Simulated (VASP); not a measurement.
Crystal: BeTe.

```xyz
2
Lattice="0.0000 2.8100 2.8100 2.8100 0.0000 2.8100 2.8100 2.8100 0.0000" Properties=species:S:1:pos:R:3 pbc="T T T"
Be    0.0000    0.0000    0.0000
Te    1.4050    1.4050    1.4050
```

The cell was built by a generator and needn't be a form met in nature.

```yaml
Program: VASP 6.6.1
Task: relaxation of cell and atoms
Functional: PBE
Potentials_or_basis: VASP PAW PBE potentials, release 64 (Be, Te)
Cutoff: 600 eV
k_mesh: 10 × 10 × 10
Occupations: gaussian, width 0.02 eV
Spin: no spin polarisation
```

At the start: pressure 1.5 GPa; volume 22.19 Å³/atom.

Problem. Where does the relaxation end?

Solution. Over 3 steps the energy falls by 2.7 meV/atom and the volume is 22.76 Å³/atom (+2.6 %); space group F-43m (No. 216, to 0.05 Å).

Step by step:
| step | energy change (eV) | largest force (eV/Å) | pressure (GPa) | volume (Å³) |
| --- | --- | --- | --- | --- |
| 1 | 0.0000 | 0.0000 | 1.53 | 44.38 |
| 2 | -0.0052 | 0.0000 | -0.27 | 45.75 |
| 3 | -0.0053 | 0.0000 | 0.00 | 45.52 |

Final structure:
```yaml
crystal:
  lattice:
    - [0.00000, 2.83404, 2.83404]
    - [2.83404, 0.00000, 2.83404]
    - [2.83404, 2.83404, 0.00000]
  atoms:
    - { symbol: Be, position: [0.00000, 0.00000, 0.00000] }
    - { symbol: Te, position: [0.25000, 0.25000, 0.25000] }
```
